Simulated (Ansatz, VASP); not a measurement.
# Two plane-wave programs on W

Contents of INCAR:

```
SYSTEM = W
PREC = Accurate
ENCUT = 520
EDIFF = 1E-8
ISMEAR = -1
SIGMA = 0.05
LREAL = .FALSE.
LASPH = .TRUE.
NELM = 80
ALGO = Normal
ISIF = 2
LWAVE = .FALSE.
LCHARG = .FALSE.
GGA = PE
LEFG = .TRUE.
NBANDS = 13
```

KPOINTS

```
Automatic mesh
0
G
  14 14 14
  0 0 0
```

File POSCAR:

```
W
1.0
    0.0000000000      2.0698140295      2.0698140295
    2.0698140295      0.0000000000      2.0698140295
    2.0698140295      2.0698140295      0.0000000000
W
1
Direct
    0.0000000000      0.0000000000      0.0000000000
```

Input for Ansatz:

```yaml
crystal:
  lattice:
    - [0.0, 2.0698140295, 2.0698140295]
    - [2.0698140295, 0.0, 2.0698140295]
    - [2.0698140295, 2.0698140295, 0.0]
  atoms:
    - { symbol: W, position: [0.0, 0.0, 0.0] }
kpoints:
  mp_grid: { grid: [14, 14, 14] }
scf:
  occupations: { method: fermi_dirac, width: 0.05 }
hamiltonian:
  xc: pbe
  pseudopotentials: { kind: paw }
output:
  forces: true
  stress: true
  eigenvalues: true
  efg: { contact_densities: true }
```

Change from the starting cell: volume scaled by 1.06, PAW files.

Alike in both runs: task electric field gradients; functional PBE; k mesh 14 × 14 × 14; occupations fermi-dirac, width 0.05 eV; no spin polarisation.

```csv
,VASP,Ansatz
version,VASP 6.6.1,Ansatz 0.2.0
potentials or method,"VASP PAW PBE potentials, release 64 (W_sv)","PAW with Ansatz's default frozen-core files, scalar-relativistic"
plane-wave cutoff (eV),520,420
valence electrons in the cell,14,14
```

VASP gave:

| Property | Result |
| --- | --- |
| pressure (GPa) | -18.0 |
| Vzz of the field gradient on the site that differs most (V/Å²) | 0.0 |

Problem. What did Ansatz give for the same quantities?

Solution. Pressure (GPa): -18.3; Vzz of the field gradient on the site that differs most (V/Å²): 0.0.

Ansatz warned: «gradients_without_spin_orbit».

Caveats: so large a pressure means that the cell lies far from this level's equilibrium, or that cutoff or potentials fall short (VASP). Spin-orbit coupling is left out, which matters for the levels of W.
